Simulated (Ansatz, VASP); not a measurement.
# BeTe: VASP beside Ansatz

```
CELL_PARAMETERS angstrom
1.77501 -4.76525 0.00000
1.77501 4.76525 0.00000
0.00000 0.00000 3.54520
ATOMIC_POSITIONS crystal
Be 0.50000 0.50000 0.50000
Te 0.00000 0.00000 0.00000
```

Change from the starting cell: volume scaled by 0.98.

Alike in both runs: task single point; functional PBE; k mesh 8 × 8 × 8; occupations fermi-dirac, width 0.05 eV; no spin polarisation.

```csv
,VASP,Ansatz
version,VASP 6.6.1,Ansatz 0.2.0
potentials or method,"VASP PAW PBE potentials, release 64 (Be, Te)",Ansatz PAW
plane-wave cutoff (eV),520,420
valence electrons in the cell,8,18
```

```csv
,VASP,Ansatz,Ansatz less VASP
gap on the k mesh at the Fermi level (eV),none,none,-
pressure (GPa),0.9,0.8,-0.09
largest component of the traceless stress (GPa),0.90,0.81,-0.090
```

A gap of «none» marks a metal or a gap that the smearing closes. The two sets of potentials don't hold the same shells in valence.

Spin-orbit coupling is left out, which matters for the levels of Te.
